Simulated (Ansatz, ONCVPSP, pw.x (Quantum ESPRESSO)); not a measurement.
## antimony (Sb): does the ONCV potential hold in the solid?

| Property | Result |
| --- | --- |
| Element | Sb (Z = 51) |
| Generator | ONCVPSP 4.0.1 |
| Type | optimised norm-conserving Vanderbilt (ONCV) |
| Functional | PBE |
| Relativity | scalar-relativistic |
| Frozen core | [Kr] 4d10 |
| Valence charge | 5 |
| Reference configuration | 5s2 5p3 |
| Partial waves | 5s: rc 1.95 bohr, ncon 4, nbas 7, qcut 3.4 1/bohr, 2 projectors, debl 2.9 Ha; 5p: rc 1.95 bohr, ncon 3, nbas 6, qcut 5.4 1/bohr, local; d scattering state at 0.11 Ha: rc 2.60 bohr, ncon 4, nbas 9, qcut 3.2 1/bohr, 1 projector |
| Local potential | the p channel |
| Core correction | Teter function, fcfact 2.75, rcfact 1.75 |

Atomic tests: cutoffs needed: 11 Ha and 27 Ha (the cutoffs (Ha) at which the residual kinetic energy of the hardest occupied pseudo-wave falls to 1 and 0.1 mHa per electron); ghost test: no bound ghost flagged; no localised positive-energy state flagged; largest excitation error: -776 meV (all-electron minus pseudo) for 5s2 5p0, out of 4 test configurations.

Crystal test: fcc Sb in pw.x 7.5, no spin, 12³ k-points, Fermi–Dirac smearing 0.01 Ry, cutoffs 65/260 Ry. The reference is all-electron LAPW (Ansatz 0.2.0) with the same functional, mesh and smearing; V0 and B0 come from Birch–Murnaghan fits to the pressures at five volumes. Errors are pseudo minus all-electron; Δ is the rms difference of the E(V) curves that follow from these fits, minima aligned, over ±6 % about the mean V0. Mesh and smearing are coarse, so the numbers serve the comparison and aren't converged zero-temperature values; the lattice is a test structure that the element need not adopt.

```json
{"V (Å³/atom)": "26.216", "P all-electron (GPa)": "3.31", "P pseudo (GPa)": "6.88"}
{"V (Å³/atom)": "26.906", "P all-electron (GPa)": "1.55", "P pseudo (GPa)": "4.80"}
{"V (Å³/atom)": "27.596", "P all-electron (GPa)": "-0.00", "P pseudo (GPa)": "2.97"}
{"V (Å³/atom)": "28.286", "P all-electron (GPa)": "-1.35", "P pseudo (GPa)": "1.37"}
{"V (Å³/atom)": "28.976", "P all-electron (GPa)": "-2.54", "P pseudo (GPa)": "-0.04"}
```

All-electron: a0 = 4.797 Å (V0 = 27.60 Å³/atom), B0 = 57.8 GPa.

Pseudopotential: mean pressure error (GPa): +3.00; a0 (Å): 4.874; a0 error (%): +1.62; B0 error (%): -3.9; Δ (meV/atom): 16.9. This is a poor potential for the solid.

Question: At the middle volume, how do free energy and pressure move when the wave cutoff is lowered (ecutrho kept at four times it)?

Answer:

```csv
cutoff (Ry),shift of F (meV/atom),shift of P (GPa)
29,+31.4,-0.09
39,+27.2,-0.11
52,+8.0,-0.20
```

The run at the middle volume (72 k-points, 6 iterations) took about 5.6 s on one core of a shared host (AMD EPYC 9R45 96-Core Processor, 96 threads, 376 GiB, load 32).
